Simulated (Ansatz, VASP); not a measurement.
MgS: VASP beside Ansatz

```
Mg S
1.0
     4.23829    0.06948   -0.04240
    -2.05898    3.60023   -0.01521
    -0.06760   -0.06702    6.53135
Mg S
2 2
Direct
  0.66425 0.37155 0.48791
  0.33433 0.66788 0.94336
  0.32290 0.61911 0.40573
  0.67851 0.34146 0.91300
```

Change from the starting cell: all atoms moved at random, cell strained at random.

Alike in both runs: task single point; functional PBE; k mesh 6 × 6 × 4; occupations gaussian, width 0.02 eV; no spin polarisation.

|  | VASP | Ansatz |
| --- | --- | --- |
| version | VASP 6.6.1 | Ansatz 0.2.0 |
| potentials or method | VASP PAW PBE potentials, release 64 (Mg, S) | scalar-relativistic, plane waves, PAW |
| plane-wave cutoff (eV) | 520 | 420 |
| valence electrons in the cell | 16 | 32 |

```tsv
	VASP	Ansatz	Ansatz less VASP
gap on the k mesh at the Fermi level (eV)	2.32	2.33	+0.006
least direct gap on the mesh (eV)	2.32	2.33	+0.006
pressure (GPa)	-2.1	-2.0	+0.12
largest component of the traceless stress (GPa)	4.14	4.16	+0.019
rms of the force components (eV/Å)	1.010	1.007	-0.0025
```

Atom by atom the forces differ by 0.003 eV/Å (rms over components). The two sets of potentials don't hold the same shells in valence.

Caveats: forces of over 1 eV/Å show positions far from the minimum, so gaps and moduli don't describe the material at rest.
